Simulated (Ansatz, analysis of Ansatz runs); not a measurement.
# Does V_Cl go to the (110) surface of SrCl2?

Question: does neutral V_Cl prefer the (110) surface of SrCl2 or the inside, and by how much? The same defect is put at one site in each of several layers from the top towards the middle of one slab. Model: a cell of 48 host atoms with 1 Cl taken out.

Method: plane-wave PAW DFT, PBE and HSE06; a slab with vacuum, neutral defects, in Ansatz 0.2.0.

This is a report of a sequence of runs, with most program output left out.

In doubt: a hybrid run on one k-point (step 6), which bears on gaps, levels and energies.

## 1. Set-up

The cell holds 47 atoms: 16 Sr and 31 Cl. Its edges and angles: a = 9.899 Å, b = 13.999 Å, c = 20.000 Å, α = 90.0°, β = 90.0°, γ = 90.0°. It derives from SrCl2 (space group Fm-3m), repeated 2×2×1. Vacuum lies along c. Nearest the centre at fractional (0.250, 0.379, 0.692): Sr4 at 2.98 Å, Sr37 at 3.02 Å, Sr13 at 3.03 Å, Cl18 at 3.39 Å, Cl7 at 3.61 Å, Cl11 at 3.63 Å, Cl35 at 3.63 Å, Cl32 at 4.95 Å.

Coordinates:

```xyz
47
Lattice="0.0000 9.8988 0.0000 -13.9990 0.0000 0.0000 0.0000 0.0000 20.0000" Properties=species:S:1:pos:R:3
Sr   -0.0048   -0.0006    8.5172
Sr    0.0025    0.0002   13.4563
Sr   -3.5082    2.4739    6.5382
Sr   -3.5000    2.4736   11.4780
Cl   -1.8094    0.0012    6.1541
Cl   -1.7651   -0.0015   11.1876
Cl   -1.6922    2.4720   13.8435
Cl   -1.7388    2.4762    8.8056
Cl   -5.2772    2.4721    8.8049
Cl   -5.1997   -0.0029    6.1494
Cl   -5.2282   -0.0005   11.1938
Sr   -7.0056   -0.0022    8.5183
Sr   -6.9985   -0.0019   13.4573
Sr  -10.5034    2.4746    6.5295
Sr  -10.4988    2.4734   11.4720
Cl   -8.8085   -0.0002    6.1486
Cl   -8.7631    0.0003   11.1852
Cl   -8.6934    2.4713   13.8397
Cl   -8.7396    2.4749    8.7998
Cl  -12.3013    2.4768   13.8460
Cl  -12.2743    2.4752    8.7954
Cl  -12.1997   -0.0034    6.1460
Cl  -12.2284    0.0039   11.1877
Sr   -0.0044    4.9498    8.5147
Sr    0.0045    4.9482   13.4575
Sr   -3.5066    7.4226    6.5385
Sr   -3.4991    7.4227   11.4794
Cl   -1.8104    4.9488    6.1495
Cl   -1.7677    4.9488   11.1939
Cl   -1.6910    7.4265   13.8460
Cl   -1.7376    7.4215    8.8051
Cl   -5.3025    7.4217   13.8494
Cl   -5.2728    7.4246    8.8078
Cl   -5.2009    4.9493    6.1507
Cl   -5.2294    4.9483   11.1911
Sr   -7.0047    4.9495    8.5178
Sr   -6.9971    4.9478   13.4582
Sr  -10.5056    7.4234    6.5351
Sr  -10.4994    7.4239   11.4691
Cl   -8.8098    4.9489    6.1473
Cl   -8.7645    4.9472   11.1896
Cl   -8.6928    7.4245   13.8371
Cl   -8.7367    7.4212    8.8022
Cl  -12.2982    7.4245   13.8405
Cl  -12.2711    7.4251    8.8066
Cl  -12.2008    4.9541    6.1454
Cl  -12.2301    4.9467   11.1868
```

The cell's shortest repeat is 9.9 Å.

## 2. The clean slab

The slab is cut stoichiometric, symmetric and without a dipole, at the in-plane lattice of the database's bulk structure, and all its atoms relax. Miller indices refer to pymatgen's conventional standard cell, whose axes can be ordered otherwise than in the space-group symbol.

File slab/input.yaml:

```yaml
crystal:
  lattice:
    - [0.0, 4.94939, 0.0]
    - [-6.999495, 0.0, 0.0]
    - [0.0, 0.0, 20.0]
  atoms:
    - { symbol: Sr, position: [0.0, 0.0, 0.4381326] }
    - { symbol: Sr, position: [0.0, 0.0, 0.6856021] }
    - { symbol: Sr, position: [0.5, 0.5, 0.3143979] }
    - { symbol: Sr, position: [0.5, 0.5, 0.5618674] }
    - { symbol: Cl, position: [0.0, 0.25, 0.3143979] }
    - { symbol: Cl, position: [0.0, 0.25, 0.5618674] }
    - { symbol: Cl, position: [0.5, 0.25, 0.6856021] }
    - { symbol: Cl, position: [0.5, 0.25, 0.4381326] }
    - { symbol: Cl, position: [0.5, 0.75, 0.6856021] }
    - { symbol: Cl, position: [0.5, 0.75, 0.4381326] }
    - { symbol: Cl, position: [0.0, 0.75, 0.3143979] }
    - { symbol: Cl, position: [0.0, 0.75, 0.5618674] }
basis:
  ecutwfc: 420
  xc_grid: 2
hamiltonian:
  xc: pbe
  pseudopotentials: { kind: paw, azcp: { folder: soft_1 } }
kpoints:
  mp_grid: { grid: [2, 2, 1] }
scf:
  occupations: { method: fermi_dirac, width: 0.01 }
  max_iter: 80
relax:
  f_tol: 0.01
  max_steps: 100
  random_displacement: { amplitude: 0.03, seed: 1466 }
output:
  forces: true
  eigenvalues: true
```

The run is started by

```
$ ansatz run input.yaml --threads 32 --pin off --max-ram 84787MiB --backend cuda --events-out ev --progress --plain --runs-dir out --max-vram 78GiB
```

Wall time 2.3 s (1 × NVIDIA GB200 with 32 threads of Arm Neoverse V2, shared host); peak memory 1.1 GiB.

The steps of the relaxation:

```tsv
step	energy less that of the first step (eV)	largest force component (eV/Å)
1	0.0000	1.0170
2	-0.2929	0.3710
3	-0.3708	0.1535
4	-0.3835	0.0517
5	-0.3848	0.0030
6	-0.3848	0.0029
```

The atoms that moved most (Å, from the sites as typed, ahead of the random displacement, the mean shift of all atoms taken out):

```tsv
atom	dx	dy	dz	length
Sr2	0.001	0.000	-0.253	0.253
Sr3	-0.001	0.001	0.253	0.253
Sr1	-0.001	-0.001	-0.241	0.241
Sr4	0.000	0.000	0.240	0.240
Cl5	-0.055	0.000	-0.135	0.146
Cl9	-0.052	0.002	0.136	0.145
Cl7	0.057	-0.002	0.133	0.145
Cl11	0.055	0.000	-0.133	0.144
```

The relaxed structure:

```
Sr Cl
1.0
     0.00000    4.94939    0.00000
    -6.99949    0.00000    0.00000
     0.00000    0.00000   20.00000
Sr Cl
4 8
Direct
  0.99971 0.00040 0.42591
  0.99979 0.00008 0.67275
  0.50000 0.50037 0.32686
  0.49982 0.50021 0.57369
  0.99993 0.25809 0.30745
  0.99976 0.25294 0.55947
  0.49956 0.24216 0.69206
  0.49984 0.24790 0.44024
  0.50028 0.75776 0.69220
  0.49992 0.75316 0.44019
  0.99994 0.74247 0.30754
  0.00005 0.74766 0.55940
```

With the common shift taken out, atoms move by up to 0.25 Å from the bulk-cut sites, and by up to 0.25 Å along the normal.

On a dense mesh the slab's energy differs by 3 meV an atom, so the sampling is kept; the layers are compared at one sampling, where most of this error should cancel, which was not tested.

## 3. Does the supercell reconstruct?

The clean supercell is relaxed from displaced atoms, since a reconstruction that only the larger cell allows would otherwise be counted to the defect.

File pristine.relax/input.yaml:

```yaml
crystal:
  lattice:
    - [0.0, 9.89878, 0.0]
    - [-13.99899, 0.0, 0.0]
    - [0.0, 0.0, 20.0]
  atoms:
    - { symbol: Sr, position: [-0.00014724, 0.00019914, 0.42591402] }
    - { symbol: Sr, position: [-0.00010684, 3.971e-05, 0.6727466] }
    - { symbol: Sr, position: [0.25000055, 0.2501838, 0.32685927] }
    - { symbol: Sr, position: [0.24991177, 0.25010544, 0.57369458] }
[... 38 atom lines left out ...]
    - { symbol: Cl, position: [0.74978241, 0.62107936, 0.6920632] }
    - { symbol: Cl, position: [0.74991838, 0.62394853, 0.44023867] }
    - { symbol: Cl, position: [0.75013838, 0.87888213, 0.6922006] }
    - { symbol: Cl, position: [0.74996209, 0.87657989, 0.44019223] }
    - { symbol: Cl, position: [0.49996976, 0.87123442, 0.30754229] }
    - { symbol: Cl, position: [0.50002585, 0.87382889, 0.5594023] }
basis:
  ecutwfc: 420
  xc_grid: 2
hamiltonian:
  xc: pbe
  pseudopotentials: { kind: paw, azcp: { folder: soft_1 } }
kpoints:
  mp_grid: { grid: [1, 1, 1] }
scf:
  occupations: { method: fermi_dirac, width: 0.01 }
  max_iter: 80
output:
  forces: true
relax:
  f_tol: 0.015
  max_steps: 80
  random_displacement: { amplitude: 0.05, seed: 1475 }
```

Elapsed: 2.4 s, on 1 × NVIDIA GB200 with 32 threads; peak memory 1.3 GiB.

Atoms end at most 0.01 Å from the small cell's positions, so the small cell's structure is at least a local minimum.

## 4. The defect, layer by layer

Each layer's defect is relaxed from random displacements. Layer 1 is shown in full.

File layer1_M1.relax/input.yaml:

```yaml
crystal:
  lattice:
    - [0.0, 9.89878, 0.0]
    - [-13.99899, 0.0, 0.0]
    - [0.0, 0.0, 20.0]
  atoms:
    - { symbol: Sr, position: [-6.302e-05, 0.00034461, 0.42586062] }
    - { symbol: Sr, position: [2.179e-05, -0.00017847, 0.67281539] }
    - { symbol: Sr, position: [0.24991527, 0.25060144, 0.32690871] }
    - { symbol: Sr, position: [0.24988488, 0.25001778, 0.57390139] }
    - { symbol: Cl, position: [0.00011841, 0.1292552, 0.30770627] }
    - { symbol: Cl, position: [-0.00015521, 0.12608829, 0.55937829] }
    - { symbol: Cl, position: [0.24973202, 0.12087933, 0.69217448] }
    - { symbol: Cl, position: [0.25014853, 0.12420997, 0.44027872] }
[... 35 atom lines left out ...]
    - { symbol: Cl, position: [0.75003933, 0.87850684, 0.69202723] }
    - { symbol: Cl, position: [0.75010335, 0.87657348, 0.4403308] }
    - { symbol: Cl, position: [0.50047524, 0.87155019, 0.30727028] }
    - { symbol: Cl, position: [0.49973007, 0.87364462, 0.55933772] }
basis:
  ecutwfc: 420
  xc_grid: 2
hamiltonian:
  xc: pbe
  pseudopotentials: { kind: paw, azcp: { folder: soft_1 } }
kpoints:
  mp_grid: { grid: [1, 1, 1] }
magnetization:
  spin_polarized: true
  initial_magnetization: 1
  spin_locking: { lock_magnetization: hard }
scf:
  occupations: { method: fermi_dirac, width: 0.01 }
  max_iter: 100
output:
  forces: true
relax:
  f_tol: 0.03
  max_steps: 90
  random_displacement: { amplitude: 0.05, seed: 1467 }
```

Run time: 3.4 s. Hardware: 1 × NVIDIA GB200 with 32 threads; peak memory 1.4 GiB; 14 s of CPU time.

Step by step:

```tsv
step	energy less that of the first step (eV)	largest force component (eV/Å)
1	0.0000	0.4423
2	-0.1991	0.1168
3	-0.2109	0.1063
4	-0.2298	0.0229
```

The atoms that moved most (Å, from the sites as typed, ahead of the random displacement, the mean shift of all atoms taken out):

```tsv
atom	dx	dy	dz	length
Cl7	-0.174	0.003	-0.029	0.176
Sr37	-0.139	0.096	0.045	0.175
Sr13	-0.135	-0.095	0.048	0.172
Cl42	-0.144	-0.001	0.085	0.167
Cl35	-0.116	-0.068	0.064	0.148
Cl11	-0.114	0.065	0.060	0.144
Sr25	-0.132	-0.001	-0.009	0.132
Cl41	-0.125	0.038	0.019	0.132
```

Neighbours of the ideal centre at the end:

```tsv
atom	distance (Å)
Sr4	3.061
Sr37	3.171
Sr13	3.183
Cl18	3.281
Cl7	3.434
Cl35	3.531
Cl11	3.545
Cl32	4.940
```

All relaxations:

```tsv
layer	depth (Å)	moment (μB)	outcome	structures computed	largest displacement from the input (Å)	time
1	0.00	1	converged	4	0.18	3.4 s
2	2.66	1	converged	5	0.26	6.7 s
```

The relaxation ends 4.9 meV an atom lower than the displaced start, with a largest force component of 0.023 eV/Å.

## 5. Energies and states

Single points on the relaxed structures give the energies, all at one sampling, and show where the defect's states lie.

File layer2_M1.point.pbe/input.yaml:

```yaml
crystal:
  lattice:
    - [0.0, 9.89878, 0.0]
    - [-13.99899, 0.0, 0.0]
    - [0.0, 0.0, 20.0]
  atoms:
    - { symbol: Sr, position: [-0.00029873, 0.00023377, 0.42598676] }
    - { symbol: Sr, position: [-0.00045404, -0.00135221, 0.6732242] }
[... 1 atom line left out ...]
    - { symbol: Sr, position: [0.25055011, 0.24987066, 0.57597298] }
[... 5 atom lines left out ...]
    - { symbol: Cl, position: [0.27012578, 0.37614416, 0.44843761] }
[... 17 atom lines left out ...]
    - { symbol: Sr, position: [0.74955533, 0.24961749, 0.57579323] }
[... 5 atom lines left out ...]
    - { symbol: Cl, position: [0.73007189, 0.37611735, 0.44817334] }
[... 1 atom line left out ...]
    - { symbol: Sr, position: [0.49998888, 0.50703533, 0.41993542] }
    - { symbol: Sr, position: [0.50011041, 0.49269303, 0.66850788] }
[... 9 atom lines left out ...]
    - { symbol: Cl, position: [0.49959048, 0.87452364, 0.55815614] }
basis:
  ecutwfc: 420
  xc_grid: 2
hamiltonian:
  xc: pbe
  pseudopotentials: { kind: paw, azcp: { folder: soft_1 } }
kpoints:
  mp_grid: { grid: [1, 1, 1] }
magnetization:
  spin_polarized: true
  initial_magnetization: 1
  spin_locking: { lock_magnetization: hard }
scf:
  occupations: { method: fermi_dirac, width: 0.01 }
  max_iter: 80
output:
  forces: true
  eigenvalues: true
  eigenstates: { localisation: true }
  populations: true
checkpoint:
  write: "../layer2_M1.point.pbe.run"
  compress: false
  write_wavefunctions: false
  write_every: 100000
```

Wall time 2.2 s (1 × NVIDIA GB200 with 32 threads); peak memory 1.6 GiB; 10 s of CPU time.

From eigenstates.tsv, first k-point; energies on the run's zero. The participation number counts the atoms that a state is spread over, of 47; bands count from 0.

```tsv
spin	band	energy (eV)	occupation	participation	largest share on	share
down	182	-2.222	1.00	23.0	Cl6	0.08
down	183	-2.201	1.00	20.2	Cl21	0.10
down	184	-1.757	1.00	8.8	Cl46	0.15
down	185	-1.676	1.00	8.9	Cl42	0.13
down	186	-1.659	1.00	8.4	Cl5	0.14
down	187	-1.576	1.00	8.4	Cl19	0.13
down	188	2.670	0.00	17.5	Sr37	0.17
down	189	3.227	0.00	20.9	Sr15	0.08
down	190	3.480	0.00	14.8	Sr2	0.16
down	191	3.634	0.00	28.8	Sr27	0.08
down	192	3.654	0.00	33.3	Sr26	0.08
up	183	-2.203	1.00	20.0	Cl21	0.10
up	184	-1.758	1.00	8.8	Cl46	0.15
up	185	-1.679	1.00	8.9	Cl42	0.13
up	186	-1.659	1.00	8.4	Cl5	0.14
up	187	-1.579	1.00	8.4	Cl21	0.13
up	188	2.031	1.00	7.6	Sr37	0.28
up	189	3.112	0.00	24.3	Sr15	0.07
up	190	3.383	0.00	19.3	Sr2	0.12
up	191	3.626	0.00	29.7	Sr27	0.08
up	192	3.631	0.00	29.3	Sr26	0.10
up	193	3.661	0.00	15.0	Sr38	0.12
```

Under PBE, periodic cell with vacuum at the zone centre alone, the highest filled state is spin up, spread over 8 of 47 atoms, and the lowest empty one, 0.64 eV above it, is spin down, spread over 17 of 47 atoms.

The largest moments in the atoms' spheres: Sr37 0.05, Sr4 0.02, Sr28 0.02, Cl9 0.01, Cl33 0.01, Cl30 0.01 μB.

Against the clean slab and Cl (Cl2 molecule):

```tsv
layer	depth (Å)	total moment (μB)	formation energy (eV)	against the deepest layer (eV)
1	0.00	1	4.30	0.07
2	2.66	1	4.22	0.00
```

## 6. The same structures under HSE06

HSE06 on the same structures tests whether the order of the layers belongs to the functional.

layer2_M1.point.hse06/input.yaml, as its differences from layer2_M1.point.pbe/input.yaml of step 5:

```diff
@@ -25,3 +25,3 @@
 hamiltonian:
-  xc: pbe
+  xc: hse06
   pseudopotentials: { kind: paw, azcp: { folder: soft_1 } }
@@ -42,3 +42,3 @@
 checkpoint:
-  write: "../layer2_M1.point.pbe.run"
+  write: "../layer2_M1.point.hse06.run"
   compress: false
```

The job ended after 14 s (1 × NVIDIA GB200 with 32 threads; peak memory 2.1 GiB).

Against the clean slab; the energies still hold the atoms taken out or put in:

```tsv
layer	depth (Å)	total moment (μB)	energy over the clean slab (eV)	against the deepest layer (eV)
1	0.00	1	1084.58	0.06
2	2.66	1	1084.52	0.00
```

The highest layer obtained now stands +0.06 eV from the deepest, against +0.07 eV before.

## 7. Results

| Item | Value |
| --- | --- |
| highest less deepest of the layers obtained (PBE) | 0.07 eV |
| layer of the lowest energy (PBE) | 2 |
| highest less deepest of the layers obtained (HSE06) | 0.06 eV |
| layer of the lowest energy (HSE06) | 2 |

Under PBE V_Cl is 0.07 eV higher in layer 1 than in layer 2, 2.7 Å down, so of the sites run the one at the surface is the less favoured. The functionals give the same layer as lowest. The clean slab's gap at this sampling is 4.58 eV. Limits: neutral states alone; one site a layer, which need not be the same crystallographic site in every layer, at most four layers; one defect on one side of the slab, 9.9 Å from its images and with no dipole correction; the deepest layer of so thin a slab is not yet bulk, and the thickness was not varied; the in-plane lattice is the database's, not relaxed here; no adsorbates, no temperature.

[Logs are printed without paths, hosts, clocks, repeated set-up lines and the standing remarks that a program may print on its own settings, such as how far it seeks lower states.]

[Hosts, paths, dates, database ids (printed as entryN), source tags and the programs' standing remarks are cut or masked in the printed files.]

[Maps of the electrostatic potential energy from Ansatz leave out the sawtooth potential of an applied field or a dipole correction, so their vacuum need not be flat.]
